VASP 6.6.1, r2SCAN without dispersion correction, spin polarisation or spin-orbit coupling: harmonic phonons of PtTe (P6₃/mmc, 4-atom cell) at the relaxed cell, from finite displacements of 0.015 Å. PAW PBE potentials, 600 eV cutoff, 5×5×4 k mesh, Gaussian smearing of 0.05 eV. Phonon q row 1 is Γ, and negative values stand for imaginary frequencies.

| row | phonon q row (row) | phonon frequency (cm⁻¹) |
| --- | --- | --- |
| 1 | 1 | -0.10 |
| 2 | 1 | -0.10 |
| 3 | 1 | 0.00 |
| 4 | 1 | 29.10 |
| 5 | 1 | 29.10 |
| 6 | 1 | 92.00 |
| 7 | 1 | 104.50 |
| 8 | 1 | 104.50 |
| 9 | 1 | 118.10 |
| 10 | 1 | 118.10 |
| 11 | 1 | 143.80 |
| 12 | 1 | 148.80 |

One pair of vibrations in this table stands apart. Rows 4 and 5 lie at 29 cm⁻¹, while every other optical mode lies between 92 and 149 cm⁻¹. Platinum and tellurium are both heavy, but their masses differ, so a low frequency could come from a heavy moving part or from a weak restoring force. In this crystal the two causes can be separated, although the table doesn't tell which atoms move in which row.

All twelve modes belong to the centre of the Brillouin zone, Γ, where every unit cell moves in step. The cell holds two Pt and two Te atoms, and four atoms with three directions each give twelve modes. In rows 1 to 3 the whole crystal shifts as one body, which stretches no bond and costs no energy. Their frequencies are zero within numerical noise, and the small minus signs are no sign of instability. The other nine are the optical modes, in which atoms move against each other.

Symmetry sorts these nine into three patterns. Either the two Pt atoms move against each other while Te rests, or the two Te atoms do so while Pt rests, or both Pt atoms move together against both Te atoms. Each pattern can run along the hexagonal axis $c$, which gives a single mode, or in the plane across it, where two equivalent directions give a pair of equal frequency. That makes the three pairs and three singles of the table.

Since each pattern occurs only once for each kind of direction, its moving mass is fixed. It is the mass of Pt, the mass of Te, or for Pt against Te the reduced mass $\mu = m_\mathrm{Pt}m_\mathrm{Te}/(m_\mathrm{Pt}+m_\mathrm{Te})$, about 77 atomic mass units. A mode of stiffness $K$ and mass $m$ has a frequency proportional to $\sqrt{K/m}$. If all three pairs were equally stiff, the highest would therefore exceed the lowest by a factor of only 1.6. The computed factor is 4.1, so the forces must differ as well.

The simplest picture of the forces keeps only springs along the six Pt-Te contacts of each atom. When Pt moves and Te rests, these springs are stretched just as when Te moves and Pt rests, or when the two move against each other by the same relative distance. All pairs then share one stiffness, and the Pt-only pair is the lowest because it is the heaviest. With the scale set by the highest pair, at 118.1 cm⁻¹, the estimate for the lowest is

$$118.1\ \mathrm{cm^{-1}}\times\sqrt{77.15/195.1}\approx 74\ \mathrm{cm^{-1}},$$

where 195.1 is the mass of Pt in the same units. The calculation gives 29 cm⁻¹, well under half of that.

The picture also fails in a second way, which again needs no knowledge of who moves where. A Pt-Te contact is 2.8 Å long but rises only 1.4 Å along $c$, so a quarter of its stiffness acts along $c$ and three eighths along each direction in the plane. The pairs should then be 1.5 times as stiff as the singles. Both sets contain the same three masses, so the sums of their squared frequencies, with each pair counted once, should stand in that ratio too. The computed ratio is 0.5: the crystal resists motion in the plane far less, compared with motion along $c$, than springs along its Pt-Te bonds would suggest.

The picture leaves out two things. Other forces between Pt and Te, sideways or over longer distances, could change how the plane compares with the axis, but all three pairs would share them, so they can't explain why the pairs lie so far apart. That takes forces between atoms of the same element. Let $K$ now be the force on a Pt atom, per unit of displacement, when all Pt atoms shift together against all Te atoms. In this pattern like atoms keep their distances, so only the coupling between Pt and Te counts. If instead the two Pt atoms of the cell move oppositely by $u$ and Te rests, Te still pulls each Pt back with $Ku$. The other Pt, now displaced by $2u$ relative to the first, adds $2k_\mathrm{Pt}u$, where $k_\mathrm{Pt}$ is the coupling between the two Pt sublattices. The stiffness is therefore $K+2k_\mathrm{Pt}$, and likewise $K+2k_\mathrm{Te}$ for the Te-only pattern.

These relations hold for any harmonic crystal of this structure, and they leave two ways to obtain so soft a pair. In the first, the soft pair is Pt against Te, and $K$ itself is small in the plane. It would then be at most a tenth of its value along $c$, although the directions of the bonds favour the plane. Nearly all the stiffness of the other two pairs would have to come from forces between like atoms, which is hard to reconcile with six short Pt-Te contacts around every atom.

In the second, the soft pair moves only one element, and the coupling between its two sublattices is negative. Taken alone, that coupling would push the two layers of like atoms further apart sideways once they had begun to slide, and the Pt-Te bonds hold them back. The frequencies show how close this contest would be: the negative term would cancel between 80 and 90 per cent of the Pt-Te stiffness, whichever element moves. This is the more plausible reading, though the frequencies alone don't decide between the two.

A negative sideways coupling is nothing exotic. Two atoms pressed together more closely than they would choose behave like a strut under load, which resists further shortening but gives way sideways. The Pt atoms stand directly above one another along $c$, only 2.8 Å apart, so they could form such a strut, which would soften the pair in which only Pt moves. That this is the soft pair of the table, and that the strut is strong enough to cancel most of the Pt-Te stiffness, is a guess: the distance is about the same as in platinum metal, so it doesn't by itself show that the atoms are pressed together.

Forces between like atoms also show in the singles. The two highest, at 144 and 149 cm⁻¹, nearly coincide although their moving masses differ by a factor of at least 1.5. The heavier pattern must therefore be the stiffer one, which Pt-Te springs alone can't provide. Along $c$ such forces thus add stiffness for at least one element. In the plane, on the more plausible reading, they remove stiffness for the element that moves in the soft pair and add some for the other.

So low a frequency deserves more caution than the others, whichever reading is right. For equal masses, the same small error in stiffness shifts a mode at 29 cm⁻¹ about four times as far as one at 118 cm⁻¹. Spin-orbit coupling, left out of this r2SCAN calculation in spite of two heavy elements, and the sampling of the electronic states could both matter here, and their effect is untested. The soft pair has a real frequency at this level of theory, not an imaginary one, so the crystal resists these displacements at Γ. Whether it also resists distortions that vary from cell to cell is a question for other wave vectors, and whether PtTe prefers this structure to others is a question for their energies, which aren't given here.
